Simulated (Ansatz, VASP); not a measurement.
KF (Carobbiite): VASP beside Ansatz

The input INCAR:

```
SYSTEM = KF
PREC = Accurate ; ENCUT = 520
EDIFF = 1E-6 ; ISMEAR = -1
SIGMA = 0.05 ; LREAL = .FALSE.
LASPH = .TRUE. ; NELM = 80
ALGO = Normal ; ISIF = 2
LWAVE = .FALSE. ; LCHARG = .FALSE.
GGA = PS ; NBANDS = 15
```

Contents of KPOINTS:

```
Automatic mesh
0
G
  9 9 9
  0 0 0
```

POSCAR

```
KF
1.0
    0.0000000000      2.6357394923      2.6357394923
    2.6357394923      0.0000000000      2.6357394923
    2.6357394923      2.6357394923      0.0000000000
K F
1 1
Direct
    0.0000000000      0.0000000000      0.0000000000
    0.5000000000      0.5000000000      0.5000000000
```

File input.yaml:

```yaml
crystal:
  lattice:
    - [0.0, 2.6357394923, 2.6357394923]
    - [2.6357394923, 0.0, 2.6357394923]
    - [2.6357394923, 2.6357394923, 0.0]
  atoms:
    - { symbol: K, position: [0.0, 0.0, 0.0] }
    - { symbol: F, position: [0.5, 0.5, 0.5] }
hamiltonian:
  xc: pbesol
  pseudopotentials: { kind: paw }
kpoints:
  mp_grid: { grid: [9, 9, 9] }
scf:
  occupations: { method: fermi_dirac, width: 0.05 }
output:
  forces: true
  stress: true
  eigenvalues: true
  write_density: true
  write_potential: true
  elf: true
  volumetric_format: npy
```

Alike in both runs: task single point; functional PBEsol; k mesh 9 × 9 × 9; occupations fermi-dirac, width 0.05 eV; no spin polarisation.

|  | VASP | Ansatz |
| --- | --- | --- |
| version | VASP 6.6.1 | Ansatz 0.2.0 |
| potentials or method | VASP PAW PBE potentials, release 64 (K_sv, F) | Ansatz PAW |
| plane-wave cutoff (eV) | 520 | 420 |
| valence electrons in the cell | 16 | 16 |

|  | VASP | Ansatz | Ansatz less VASP |
| --- | --- | --- | --- |
| gap on the k mesh at the Fermi level (eV) | 6.24 | 6.25 | +0.018 |
| least direct gap on the mesh (eV) | 6.24 | 6.25 | +0.018 |
| pressure (GPa) | 0.8 | 0.7 | -0.08 |

The functional is the same, so the differences come from potentials, cutoffs and numerics.

Caveats: the PAW data sets were made with another functional, which shifts forces and pressure a little (VASP); an odd mesh through Γ misses points on the zone boundary, where band edges often lie (VASP); odd divisions of the mesh miss points on the zone boundary, where band edges often lie, so the gap on the mesh can be too wide (Ansatz); the pressure holds a Pulay correction of +0.4 GPa for the finite cutoff (Ansatz); the PAW data sets come from PBE, with cores solved anew for the run's functional, which leaves a small shift of forces and pressure (Ansatz).
